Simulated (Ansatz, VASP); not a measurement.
# HC2F (H-CC-F chair monolayer): VASP beside Ansatz

Wanted: the spread between two codes on one cell, functional and k mesh. The structure shown is the start of the Ansatz relaxation below; VASP solves that cell, so the two are compared at the walk's first step.

Calculated with Ansatz 0.2.0; plane waves, with VASP 6.6.1 beside it; single point at PBE.

## Step 1: The structure

The cell holds 4 atoms: 1 F, 2 C and 1 H. Its edges and angles: a = 2.508 Å, b = 2.508 Å, c = 29.613 Å, α = 90.0°, β = 90.0°, γ = 120.0°. Vacuum lies along c. The height across the vacuum is the one that the program set for its solve, not the one typed.

## Step 2: Ansatz: relaxation, PBE

Ansatz runs on its default PAW (the set named soft_2) files.

The two programs are compared at the cell with which this relaxation starts, whose forces are those of its first step.

File input.yaml:

```yaml
crystal:
  lattice:
    - [2.508, 0.0, 0.0]
    - [-1.254, 2.1719917127, 0.0]
    - [0.0, 0.0, 20.9066666657]
  atoms:
    - { symbol: F, position: [0.6666666667, 0.3333333333, 0.4304846939] }
    - { symbol: C, position: [0.6666666667, 0.3333333333, 0.4941007653] }
    - { symbol: C, position: [0.3333333333, 0.6666666667, 0.5183354592] }
    - { symbol: H, position: [0.3333333333, 0.6666666667, 0.5695153061] }
  periodic: [true, true, false]
kpoints:
  mp_grid: { grid: [12, 12, 1] }
hamiltonian:
  xc: pbe
scf:
  occupations: { method: fermi_dirac, width: 0.05 }
relax:
  f_tol: 0.01
  max_steps: 90
  cell: {}
```

Command:

```console
$ ansatz run input.yaml --threads 4 --pin off --max-ram 8192MiB --backend cpu --events-out ev --progress --plain --runs-dir out
```

Numbers of over 12 decimals in the logs are rounded to 6 here.

Log:

```text
Warning: crystal.periodic: the lattice vector that does not repeat stood 0.000° off the slab's normal, 20.907 Å along it as the deck builds it. The run solves the slab on a vector along the normal, 29.613 Å long, with every atom where it was (on the deck's vector they left 18.00 Å outside them, and the widest stretch free of ions among them is 1.33 Å). A fractional position that the run reports is one of the run's ce [...]
crystal.periodic: the lattice vector that does not repeat stood 0.000° off the slab's normal, 20.907 Å along it as the deck builds it. The run solves the slab on a vector along the normal, 29.613 Å long, with every atom where it was (on the deck's vector they left 18.00 Å outside them, and the widest stretch free of ions among them is 1.33 Å). A fractional position that the run reports is one of the run's cell, which [...]
Engine: ansatz 0.2.0, x86_64-unknown-linux-gnu
Pseudopotentials: kind: paw
Pseudopotential: F, paw, valence charge 7, recommended cutoff 420 eV (normal), F.paw.azcp
Pseudopotential: C, paw, valence charge 4, recommended cutoff 420 eV (normal), C.paw.azcp
Pseudopotential: H, paw, valence charge 1, recommended cutoff 420 eV (normal), H.paw.azcp
Functional definition: PBE
  parameter kappa = 0.804
  parameter beta = 0.066725
  exchange = pbe_x(kappa = kappa, mu = beta*pi^2/3)
  correlation = pbe_c(beta = beta)
Crystal: 4 atoms, lattice volume = 161.314 Å³
Basis set: ecut = 420 eV, 3129 PW (Γ), exchange–correlation on 36×36×400 points (8 copies of the dense FFT grid, shifted against one another)
Bands: 12, of which v1, the nominal top of the filled ones, is band 8 counted from 1 (7 counted from 0)
Symmetry: 6 space group operations
Space group: P3m1 (ITA 156), of the structure as read, at distance tolerance 5.4e-5 Å
k-points: 19 of 144 (time reversal used)
Non-local potential: F, projectors of the file, l = 0: 2, l = 1: 2, l = 2: 1
Non-local potential: C, projectors of the file, l = 0: 2, l = 1: 2, l = 2: 1
Non-local potential: H, projectors of the file, l = 0: 2, l = 1: 1
PAW form: soft (Blöchl's): semilocal exchange-correlation on the pseudo side does not see the compensation charge
PAW one-centre angular grid: F, 110 points (default); XC on 64 Gauss nodes
PAW one-centre angular grid: C, 110 points (default); XC on 64 Gauss nodes
PAW one-centre angular grid: H, 110 points (default); XC on 64 Gauss nodes
Initial density: superposition of atomic densities (neutral atoms: chi_scale 0, normalization atom), corrected by the library's trained network
Initial wavefunctions: pseudopotential atomic-orbital guess
Functional: x = pbe(κ = 0.804, μ = 0.219515), c = pbe(β = 0.066725)
[...]
SCF iter   2: F=—  HF=-1325.189159 eV  |F-HF|=—  |Δ(HF+E_count)|=   6.94e-4  Δρ=1.41e-4  dr2=7.57e-6  ethr=1.44e-7  ⟨swp⟩=2.2  Hψ=441  notcnv=0
SCF iter   3: F=—  HF=-1325.189476 eV  |F-HF|=—  |Δ(HF+E_count)|=   3.17e-4  Δρ=7.82e-5  dr2=7.70e-6  ethr=4.73e-8  ⟨swp⟩=3.4  Hψ=508  notcnv=0
SCF iter   4: F=—  HF=-1325.189574 eV  |F-HF|=—  |Δ(HF+E_count)|=   9.75e-5  Δρ=2.17e-5  dr2=9.82e-7  ethr=4.73e-8  ⟨swp⟩=2.3  Hψ=357  notcnv=0
SCF iter   5: F=—  HF=-1325.189595 eV  |F-HF|=—  |Δ(HF+E_count)|=   2.10e-5  Δρ=5.91e-6  dr2=2.20e-8  ethr=6.13e-9  ⟨swp⟩=3.1  Hψ=401  notcnv=0
SCF iter   6: F=—  HF=-1325.189598 eV  |F-HF|=—  |Δ(HF+E_count)|=   3.07e-6  Δρ=1.85e-6  dr2=1.44e-9  ethr=1.37e-10  ⟨swp⟩=2.8  Hψ=439  notcnv=0
SCF iter   7: F=—  HF=-1325.189598 eV  |F-HF|=—  |Δ(HF+E_count)|=   3.85e-7  Δρ=3.27e-7  dr2=1.16e-10  ethr=9.01e-12  ⟨swp⟩=2.9  Hψ=463  notcnv=0
SCF iter   8: F=-1325.189598 eV  HF=-1325.189598 eV  |F-HF|=1.26e-10  |Δ(HF+E_count)|=   1.01e-8  Δρ=7.61e-8  dr2=6.43e-12  ethr=1.00e-12  ⟨swp⟩=8.5  Hψ=1326  notcnv=0
SCF 6 converged in 8 iterations: F = -1325.189598 eV  dr2 = 6.43e-12
  greatest PAW one-centre occupation: 0.934 electrons in one spin orbital (limit 2), on the F atom at site 0 (counted from 0), in its partial waves of l = 0
relax step   6: F+E_penalty+E_count = -1325.18959842 eV  Δ(F+E_penalty+E_count) = -1.231e-2 eV  max|allowed force component| = 3.257e-3 eV/Å  Δτ_max = 0.0000 Å  P = +0.415 N/m  Ω = 169.308 Å³  fix = [c, alpha, beta]  reactions: c +0.000 N/m  stress off target by 4.15e-1 N/m on what of the cell is left free  SCF on the basis re-selected at this cell (its energy is not comparable with the rows above)  (8 SCF iters)
[...]
relax step   7: F+E_penalty+E_count = -1325.18931924 eV  Δ(F+E_penalty+E_count) = +2.792e-4 eV  max|allowed force component| = 1.659e-2 eV/Å  Δτ_max = 0.0003 Å  P = +0.045 N/m  Ω = 169.765 Å³  energy of the carried Pulay correction = -4.966e-4 eV  fix = [c, alpha, beta]  reactions: c +0.000 N/m  (5 SCF iters, dr2 threshold 2.58e-7 eV, accepted)
[...]
relax step   8: F+E_penalty+E_count = -1325.18926610 eV  Δ(F+E_penalty+E_count) = +5.315e-5 eV  max|allowed force component| = 3.431e-4 eV/Å  Δτ_max = 0.0002 Å  P = +0.001 N/m  Ω = 169.818 Å³  energy of the carried Pulay correction = -5.551e-4 eV  fix = [c, alpha, beta]  reactions: c +0.000 N/m  (5 SCF iters, dr2 threshold 1.72e-8 eV, accepted)
[...]
relax step   9: F+E_penalty+E_count = -1325.18999203 eV  Δ(F+E_penalty+E_count) = -7.259e-4 eV  max|allowed force component| = 4.540e-4 eV/Å  Δτ_max = 0.0000 Å  P = +0.011 N/m  Ω = 169.818 Å³  fix = [c, alpha, beta]  reactions: c +0.000 N/m  stress off target by 1.06e-2 N/m on what of the cell is left free  SCF on the basis re-selected at this cell (its energy is not comparable with the rows above)  (6 SCF iters)
basis re-selected at this cell: Δ(F+E_penalty+E_count) = -7.259e-4 eV, ΔP = +0.009 N/m vs the last step (what re-selecting the basis moved, of the pressure what is left beyond the Pulay correction that the steps carried, after the strain that the cell walked since its last selection, with what the two solves' SCF thresholds leave and, on support functions, any second-order correction that the steps lacked; it is no m [...]
SCF converged after 6 iterations
Free energy (F): -1325.189992 eV
Harris-Foulkes:  -1325.189992 eV  (|F-HF|=7.87e-8)
Internal energy: -1325.189992 eV  (E = F + TS)
E sigma→0 (E₀):  -1325.189992 eV
Fermi energy:    -4.675177 eV
--- Per-component energies (eV) ---
  E_band       = -234.667711
  E_kinetic    = 401.095178
  E_local      = -25922.092345  (includes V_loc(G=0)·N_el)
  E_nonlocal   = 128.146799
  E_hartree    = 12735.198402
  E_xc         = -184.527057
  E_vxc        = -232.568259  (∫ρ·V_xc dr)
  E_paw        = -399.178904  (= ΣΔE_a)
  E_vpaw       = -79.646787  (= ΣTr[D̂ρ^β])
  E_aug_tail   = 0.000687  (compensation charges beyond the density's cutoff)
  E_ewald      = 11916.167247
  E_smearing   = -0.000000  (= −TS)
  E_closure    = 0.000000  (closes the sum)
  Σ components = -1325.189992   (vs F -1325.189992, Δ=0.00e0)
--- Forces (eV/Å), atoms counted from 1 ---
  atom   1  F     -0.00000000    -0.00000000    -0.00030239
  atom   2  C      0.00000000     0.00000000     0.00013138
  atom   3  C      0.00000000    -0.00000000     0.00045434
  atom   4  H      0.00000000     0.00000000    -0.00028207
  max |Σ_I F_I| component: 1.26e-6 eV/Å
--- 2D stress c σ (N/m, compression-positive) ---
        0.010621       0.000000       0.000000
       -0.000000       0.010621      -0.000000
        0.000000      -0.000000       0.000000
  P = ½ c Tr σ = 0.0106 N/m
--- Relaxed structure (7 steps of the walk, 7 accepted, 2 SCFs on fresh bases) ---
  F+E_penalty+E_count = -1325.18999203 eV   max|allowed force component| = 4.540e-4 eV/Å   (the final SCF, on the basis selected at the relaxed cell)
  cell:  # Å, volume = 169.8182 Å³
    - [2.573257, 0, 0]
    - [-1.286629, 2.228506, 0]
    - [0, 0, 29.613333]
  atoms:
    - { symbol: F, position: [0.666667, 0.333333, 0.303026] }
    - { symbol: C, position: [0.666667, 0.333333, 0.349427] }
    - { symbol: C, position: [0.333333, 0.666667, 0.365493] }
    - { symbol: H, position: [0.333333, 0.666667, 0.402811] }
```

The column dr2 measures how far the density is from self-consistency, as an energy; F and HF (Harris–Foulkes) agree once it is small.

## Step 3: VASP: single point, PBE, start cell

The same cell, functional, mesh and smearing now go to VASP, with its own data sets.

Lines of VASP's logs that name or quote its potential files are left out, and so is its time.

File INCAR:

```
SYSTEM = HC2F
PREC = Accurate
ENCUT = 520
EDIFF = 1E-06
NELM = 120
ISMEAR = -1
SIGMA = 0.05
LREAL = .FALSE.
ALGO = Normal
GGA = PE
NBANDS = 14
LORBIT = 11
LWAVE = .FALSE.
LCHARG = .FALSE.
ISIF = 2
LDIPOL = .TRUE.
IDIPOL = 3
DIPOL = 0.5 0.5 0.355
LVHAR = .TRUE.
LASPH = .TRUE.
GGA_COMPAT = .FALSE.
EFERMI = MIDGAP
NELMDL = -8
```

File POSCAR:

```
HC2F
1.0
    2.5080000000      0.0000000000      0.0000000000
   -1.2540000000      2.1719920000      0.0000000000
    0.0000000000      0.0000000000     29.6133330000
F C H
1 2 1
Direct
    0.6666665899      0.3333331799      0.3039171579
    0.6666665899      0.3333331799      0.3488293601
    0.3333331799      0.6666663597      0.3659387817
    0.3333331799      0.6666663597      0.4020711549
```

File KPOINTS:

```
Automatic mesh
0
Gamma
12 12 1
0 0 0
```

PAW data sets: F, C and H (PBE family, release 64).

Command:

```console
$ mpirun -np 1 vasp_std
```

Log:

```text
[banner, memory and clock lines left out]
running    1 mpi-ranks, on    1 nodes
 distrk:  each k-point on    1 cores,    1 groups
 distr:  one band on    1 cores,    1 groups

 POSCAR found type information on POSCAR F C H
 POSCAR found :  3 types and       4 ions
 LDA part: xc-table for (Slater+PW92), standard interpolation
 POSCAR, INCAR and KPOINTS ok, starting setup
 FFT: planning ... GRIDC
 FFT: planning ... GRID_SOFT
 FFT: planning ... GRID
 WAVECAR not read
 entering main loop
       N       E                     dE             d eps       ncg     rms          rms(c)
DAV:   1     0.115693474177E+03    0.11569E+03   -0.67646E+03   628   0.854E+02
DAV:   2    -0.162370663269E+02   -0.13193E+03   -0.11693E+03   896   0.189E+02
DAV:   3    -0.268114102426E+02   -0.10574E+02   -0.10466E+02   726   0.677E+01
DAV:   4    -0.269889144714E+02   -0.17750E+00   -0.17667E+00   754   0.975E+00
DAV:   5    -0.269931473909E+02   -0.42329E-02   -0.42213E-02   696   0.135E+00
DAV:   6    -0.269933154250E+02   -0.16803E-03   -0.16797E-03   730   0.227E-01
DAV:   7    -0.269933205635E+02   -0.51386E-05   -0.51369E-05   714   0.365E-02
DAV:   8    -0.269933208443E+02   -0.28075E-06   -0.28066E-06   600   0.718E-03    0.822E+00
DAV:   9    -0.256519485014E+02    0.13414E+01   -0.16411E+00   706   0.104E+01    0.441E+00
DAV:  10    -0.253462994658E+02    0.30565E+00   -0.72967E-01   738   0.625E+00    0.178E+00
DAV:  11    -0.253064344476E+02    0.39865E-01   -0.11715E-01   760   0.254E+00    0.491E-01
DAV:  12    -0.253013817661E+02    0.50527E-02   -0.10608E-02   732   0.839E-01    0.262E-01
DAV:  13    -0.252979462938E+02    0.34355E-02   -0.40215E-03   734   0.479E-01    0.751E-02
DAV:  14    -0.252965459495E+02    0.14003E-02   -0.63268E-04   760   0.283E-01    0.472E-02
[...]
DAV:  20    -0.252971401459E+02   -0.73374E-04   -0.87261E-06   646   0.163E-02    0.235E-03
DAV:  21    -0.252971927296E+02   -0.52584E-04   -0.28614E-06   510   0.102E-02    0.138E-03
DAV:  22    -0.252972082553E+02   -0.15526E-04   -0.43724E-07   456   0.422E-03    0.629E-04
DAV:  23    -0.252972197076E+02   -0.11452E-04   -0.44180E-07   442   0.363E-03    0.595E-04
DAV:  24    -0.252972238600E+02   -0.41523E-05   -0.10797E-07   422   0.206E-03    0.203E-04
DAV:  25    -0.252972250959E+02   -0.12359E-05   -0.37563E-08   410   0.126E-03    0.222E-04
DAV:  26    -0.252972263192E+02   -0.12233E-05   -0.16051E-08   422   0.822E-04    0.653E-05
DAV:  27    -0.252972266122E+02   -0.29302E-06   -0.39959E-09   464   0.386E-04
   1 F= -.25297227E+02 E0= -.25297227E+02  d E =-.112914E-10
```

Parts of OUTCAR (step 3):

```text
ion  position               nearest neighbor table
   1  0.667  0.333  0.304-   2 1.33
   2  0.667  0.333  0.349-   1 1.33   3 1.53   3 1.53   3 1.53
   3  0.333  0.667  0.366-   4 1.07   2 1.53   2 1.53   2 1.53
   4  0.333  0.667  0.402-   3 1.07

  LATTYP: Found a hexagonal cell.
 ALAT       =     2.5080000000
 C/A-ratio  =    11.8075490431

 Subroutine GETGRP returns: Found  6 space group operations
 (whereof  6 operations were pure point group operations)

The static configuration has the point symmetry C_3v.

 Found     19 irreducible k-points:

   k-points           NKPTS =     19   k-points in BZ     NKDIM =     19   number of bands    NBANDS=     14

   dimension x,y,z NGX =    20 NGY =   20 NGZ =  224
   dimension x,y,z NGXF=    40 NGYF=   40 NGZF=  448

   ENCUT  =  520.0 eV  38.22 Ry    6.18 a.u.   4.66  4.66 55.06*2*pi/ulx,y,z

   NELECT =      16.0000    total number of electrons

 k-points in reciprocal lattice and weights: Automatic mesh
   0.00000000  0.00000000  0.00000000       0.007
   0.08333333 -0.00000000  0.00000000       0.042
   0.16666667  0.00000000  0.00000000       0.042
   0.25000000 -0.00000000  0.00000000       0.042
   0.33333333  0.00000000  0.00000000       0.042
   0.41666667 -0.00000000  0.00000000       0.042
   0.50000000 -0.00000000  0.00000000       0.021
   0.08333333  0.08333333  0.00000000       0.042
   0.16666667  0.08333333  0.00000000       0.083
[...]
0.33333333  0.25000000  0.00000000       0.083
   0.33333333  0.33333333  0.00000000       0.014

 dipolmoment           0.000000      0.000000     -0.142356 electrons x Angstroem

 average (electrostatic) potential at core
       1 -83.6508       2 -59.7784       3 -58.2235       4 -42.2962

 E-fermi :  -2.8624

 k-point     1 :       0.0000    0.0000    0.0000
  band No.  band energies     occupation
    ...
      4      -9.5501      2.00000
      5      -7.5826      2.00000
      6      -7.5826      2.00000
      7      -3.9740      2.00000
      8      -3.9740      2.00000
      9      -1.7508      0.00000
     10      -0.6654      0.00000
     11       0.0294      0.00000
     12       1.0453      0.00000
     13       2.1674      0.00000
    ...

 k-point     2 :       0.0833   -0.0000    0.0000
  band No.  band energies     occupation
    ...
      4      -9.6035      2.00000
      5      -7.9107      2.00000
      6      -7.7120      2.00000
      7      -4.5665      2.00000
      8      -4.2064      2.00000
      9      -1.5350      0.00000
     10      -0.4435      0.00000
     11       0.2548      0.00000
     12       1.2811      0.00000
     13       2.4157      0.00000
    ...

 k-point     3 :       0.1667    0.0000    0.0000
  band No.  band energies     occupation
    ...
      4      -9.9607      2.00000
      5      -8.6597      2.00000
      6      -8.0679      2.00000
      7      -5.7762      2.00000
      8      -4.7079      2.00000
      9      -0.9248      0.00000
     10       0.2173      0.00000
     11       0.9116      0.00000
     12       1.9384      0.00000
     13       2.9551      0.00000
    ...

  Total        2.5498637      2.5498644      3.7843562      0.0000000     -0.0000000      0.0000000
  in kB       25.3252944     25.3253011     37.5862970      0.0000000     -0.0000000      0.0000000
  external PRESSURE =      29.4122975 kB  Pullay stress =       0.0000000 kB

  energy-cutoff  :      520.00
  volume of cell :      161.31
      direct lattice vectors                 reciprocal lattice vectors
     2.508000000  0.000000000  0.000000000     0.398724083  0.230203426  0.000000000
    -1.254000000  2.171992000  0.000000000     0.000000000  0.460406852  0.000000000
     0.000000000  0.000000000 29.613333000     0.000000000  0.000000000  0.033768573

 POSITION                                       TOTAL-FORCE (eV/Angst)
 -----------------------------------------------------------------------------------
      1.25400      0.72400      9.00000         0.000000      0.000000     -2.120266
      1.25400      0.72400     10.33000        -0.000000     -0.000000      2.396386
      0.00000      1.44799     10.83667        -0.000000      0.000000     -1.368673
      0.00000      1.44799     11.90667         0.000000      0.000000      1.092553
 -----------------------------------------------------------------------------------
    total drift:                                0.000000      0.000935      0.001506

  FREE ENERGIE OF THE ION-ELECTRON SYSTEM (eV)
  ---------------------------------------------------
  free  energy   TOTEN  =       -25.2972266122 eV

  energy  without entropy=      -25.2972266122  energy(sigma->0) =      -25.29722661

 vacuum level on the upper side and lower side of the slab        -0.847         3.882

 total charge
# of ion       s       p       d       tot
------------------------------------------
    1        1.755   4.407   0.000   6.162
    2        0.827   1.704   0.000   2.531
    3        0.851   1.806   0.000   2.656
    4        0.675   0.050   0.000   0.725
--------------------------------------------------
tot          4.108   7.966   0.000  12.074

[... 3 further parts left out ...]
```

## Step 4: Comparison

Known differences besides the potentials themselves: Ansatz cuts the interaction across the vacuum, VASP repeats the sheet with a dipole correction; the cutoff is 420 eV in Ansatz and 520 eV in VASP. Total energies have different zeros and are not compared.

Forces (eV/Å; atoms numbered as in POSCAR):

```tsv
atom	Ansatz x, y, z	VASP x, y, z
F1	0.000, 0.000, -1.666	0.000, 0.000, -2.120
C2	0.000, 0.000, 1.992	0.000, 0.000, 2.396
C3	0.000, 0.000, -1.390	0.000, 0.000, -1.369
H4	0.000, 0.000, 1.064	0.000, 0.000, 1.093
```

The forces differ by 176 meV/Å r.m.s., which is 16.7 % of the r.m.s. force of 1.053 eV/Å (both taken over all components). With vacuum in the cell, a pressure given here is an average over mostly empty space and none of the material.

## Step 5: Outcome

* r.m.s. force difference (single point, PBE, start cell): 17 % of the r.m.s. force

**Reading.** The r.m.s. force difference is 17 % of the r.m.s. force (single point, PBE, start cell), beyond the 3 % picked in this series as the mark of a large difference. What causes the difference of the single point, PBE, start cell pair stays open here. 1 further run of this series is not shown here. Such differences can come from data sets, numerical settings and the points named under the comparisons, not from the functional's error against experiment.

[Lines on the potential files, build, host, timing and source positions are cut from VASP's logs without a mark.]

[Logs are printed without paths, hosts, clocks, repeated set-up lines and the standing remarks that a program may print on its own settings, such as how far it seeks lower states.]

[Hosts, paths, dates, database ids (printed as entryN), source tags and the programs' standing remarks are cut or masked in the printed files.]
